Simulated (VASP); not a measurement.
# Mg (Fm-3m) in VASP: notebook, part 2 of 2

VASP 6.6.1. The steps go on from the part before.

**3. Relaxation of cell and atoms, rev-vdW-DF2 (volume scaled by 0.92)**

run.py

```python
from ase.calculators.vasp import Vasp
from ase.io import read

atoms = read('Mg.cif')
calc = Vasp(
    directory='calc',
    xc='rev-vdw-df2',
    pp='PBE',
    setups='recommended',
    prec='Accurate',
    encut=600,
    ediff=1e-06,
    ismear=-1,
    sigma=0.05,
    lreal=False,
    lasph=True,
    nelm=100,
    algo='Fast',
    isif=3,
    lwave=False,
    lcharg=False,
    ibrion=2,
    nsw=40,
    ediffg=-0.01,
    kpts=[10, 10, 10],
    gamma=True,
)
atoms.calc = calc

print('energy (eV):', atoms.get_potential_energy())
print('free energy (eV):', atoms.get_potential_energy(force_consistent=True))
print('forces (eV/A):')
print(atoms.get_forces())
print('stress (eV/A^3, Voigt):', atoms.get_stress())
print('Fermi level (eV):', calc.get_fermi_level())
print('cell (A, degrees):', atoms.cell.cellpar())
print('volume (A^3):', atoms.get_volume())
print('scaled positions:')
print(atoms.get_scaled_positions())
```

Mg.cif

```cif
data_Mg
_cell_length_a 3.08685812
_cell_length_b 3.08685812
_cell_length_c 3.08685812
_cell_angle_alpha 60.00000000
_cell_angle_beta 60.00000000
_cell_angle_gamma 60.00000000
_space_group_name_H-M_alt 'P1'
_space_group_name_Hall 'P 1'
_space_group_IT_number 1
loop_
_space_group_symop_operation_xyz
'x,y,z'
loop_
_atom_site_label
_atom_site_type_symbol
_atom_site_symmetry_multiplicity
_atom_site_Wyckoff_symbol
_atom_site_fract_x
_atom_site_fract_y
_atom_site_fract_z
_atom_site_occupancy
Mg1 Mg 1 a 0.0000000000 0.0000000000 0.0000000000 1
```

Potentials or basis: VASP PAW PBE potentials, release 64 (Mg).

The run is started by

```bash
$ python run.py
```

The program printed:

```text
<dir> UserWarning: vdW has been enabled, however no location for the vdw_kernel.bindat file has been specified. Set ASE_VASP_VDW environment variable to copy the vdW kernel.
  warnings.warn(
energy (eV): -0.23941848
free energy (eV): -0.24141639
forces (eV/A):
[[-0. -0.  0.]]
stress (eV/A^3, Voigt): [0.00033461 0.00033461 0.00033461 0.         0.         0.        ]
Fermi level (eV): 2.6874727
cell (A, degrees): [ 3.18434367  3.18434367  3.18434367 60.         60.         60.        ]
volume (A^3): 22.832044323154612
scaled positions:
[[0. 0. 0.]]
```

OUTCAR:

```text
ENCUT = 600.000000
   EDIFF = 1.00e-06
   EDIFFG = -1.00e-02
   GGA = MK
   PREC = Accurate
   IBRION = 2
   ISIF = 3
   ISMEAR = -1
   NELM = 100
   NSW = 40
   LASPH = .TRUE.
   LREAL = .FALSE.

 ion  position               nearest neighbor table
   1  0.000  0.000  0.000-

  LATTYP: Found a face centered cubic cell.
 ALAT       =     4.3654766184

  Lattice vectors:

 A1 = (   3.0868581200,   0.0000000000,   0.0000000000)
 A2 = (   1.5434290600,   2.6732975498,   0.0000000000)
 A3 = (   1.5434290600,   0.8910991833,   2.5204091008)

Analysis of symmetry for initial positions (statically):
=====================================================================
 Subroutine PRICEL returns:
 Original cell was already a primitive cell.

 Routine SETGRP: Setting up the symmetry group for a
 face centered cubic supercell.

 Subroutine GETGRP returns: Found 48 space group operations
 (whereof 48 operations were pure point group operations)
 out of a pool of 48 trial point group operations.

[... 192 lines left out ...]
  Direction    XX          YY          ZZ          XY          YZ          ZX
  --------------------------------------------------------------------------------------
  -------------------------------------------------------------------------------------
  Total        0.5141345      0.5141345      0.5141345      0.0000000      0.0000000      0.0000000
  in kB       39.6052095     39.6052095     39.6052095      0.0000000      0.0000000      0.0000000
  external PRESSURE =      39.6052095 kB  Pullay stress =       0.0000000 kB
[... 61 lines left out ...]
--------------------------------------- Ionic step        3  -------------------------------------------

 number of electron       2.0000000 magnetization

 Free energy of the ion-electron system (eV)
  ---------------------------------------------------
  ext. energy  EPLUGINS =         0.00000000
  ---------------------------------------------------
  free energy    TOTEN  =        -0.24141639 eV

  energy without entropy =       -0.23742057  energy(sigma->0) =       -0.23941848

 E-fermi :   2.6875     XC(G=0):  -8.5444

 val. band max:        2.6521578316   @ k =  -0.4000   0.5000   0.1000
 cond. band min:       2.7868831444   @ k =  -0.3000   0.4000   0.1000
 fundamental gap:      0.1347253128
 Fermi energy:         2.6874726956

 k-point     1 :       0.0000    0.0000    0.0000
  band No.  band energies     occupation
      1      -4.3247      2.00000
      2      14.9819      0.00000
      3      14.9819      0.00000
      4      14.9819      0.00000
      5      16.9216      0.00000
[... 305 lines left out ...]
 k-point    40 :      -0.2000    0.3000    0.1000
  band No.  band energies     occupation
      1      -0.5340      2.00000
      2       5.8685      0.00000
      3       7.2015      0.00000
      4      10.7869      0.00000
      5      16.2453      0.00000

 [... further k-points ...]

------------------------ aborting loop because EDIFF is reached ----------------------------------------

  FORCE on cell =-STRESS in cart. coord.  units (eV):
  Direction    XX          YY          ZZ          XY          YZ          ZX
  --------------------------------------------------------------------------------------
  -------------------------------------------------------------------------------------
  Total       -0.0076399     -0.0076399     -0.0076399      0.0000000      0.0000000     -0.0000000
  in kB       -0.5361107     -0.5361107     -0.5361107      0.0000000      0.0000000     -0.0000000
  external PRESSURE =      -0.5361107 kB  Pullay stress =       0.0000000 kB
[... 20 lines left out ...]
  energy  without entropy=       -0.2374205688  energy(sigma->0) =       -0.23941848

Total vdW correction in eV:      0.7795460

 reached required accuracy - stopping structural energy minimisation
```

INCAR:

```text
AGGAC = 0.000000
ENCUT = 600.000000
PARAM1 = 0.123400
PARAM2 = 0.711357
SIGMA = 0.050000
ZAB_VDW = -1.886700
EDIFF = 1.00e-06
EDIFFG = -1.00e-02
ALGO = Fast
GGA = MK
PREC = Accurate
IBRION = 2
ISIF = 3
ISMEAR = -1
NELM = 100
NSW = 40
LASPH = .TRUE.
LCHARG = .FALSE.
LUSE_VDW = .TRUE.
LWAVE = .FALSE.
LREAL = .FALSE.
```

It took 38 s on 1 thread of Intel Xeon 6975P-C (Granite Rapids), shared host; peak memory 0.32 GiB.

Results:

| Quantity | Value |
| --- | --- |
| Free energy | -0.2414 eV |
| Relaxed volume | 22.83 Å³/atom |
| Relaxed cell | a = 3.184 Å, b = 3.184 Å, c = 3.184 Å, α = 60.00°, β = 60.00°, γ = 60.00° |
| Space group after relaxing (to 0.05 Å) | Fm-3m (No. 225) |
| Energy gained by relaxing | 22.8 meV/atom |
| Ionic steps | 3 |
| Pressure after relaxing | -0.1 GPa |
| Band gap on the k mesh | none (metal or under the smearing width) |

The path:
```tsv
step	energy change (eV)	largest force (eV/Å)	pressure (GPa)	volume (Å³)
1	0.0000	0.0000	3.96	20.80
2	-0.0220	0.0000	0.68	22.38
3	-0.0228	0.0000	-0.05	22.83
```

Final structure:
```cif
data_structure
_symmetry_space_group_name_H-M 'P 1'
_symmetry_Int_Tables_number 1
_cell_length_a 3.1843
_cell_length_b 3.1843
_cell_length_c 3.1843
_cell_angle_alpha 60.000
_cell_angle_beta 60.000
_cell_angle_gamma 60.000
_cell_volume 22.83
loop_
_atom_site_label
_atom_site_type_symbol
_atom_site_fract_x
_atom_site_fract_y
_atom_site_fract_z
_atom_site_occupancy
Mg1 Mg 0.00000 0.00000 0.00000 1
```

Levels at points of the mesh, in eV from the Fermi level:
| k point | band 1 | band 2 | band 3 | band 4 | band 5 |
| --- | --- | --- | --- | --- | --- |
| (0.00, 0.00, 0.00) | -7.01 | 12.29 | 12.29 | 12.29 | 14.23 |
| (0.50, 0.00, 0.00) | -1.77 | -1.38 | 11.22 | 11.22 | 12.01 |
| (0.50, 0.50, 0.00) | -0.30 | 0.74 | 6.02 | 6.88 | 6.88 |

Caveat: the PAW data sets were made with another functional, which shifts forces and pressure a little.
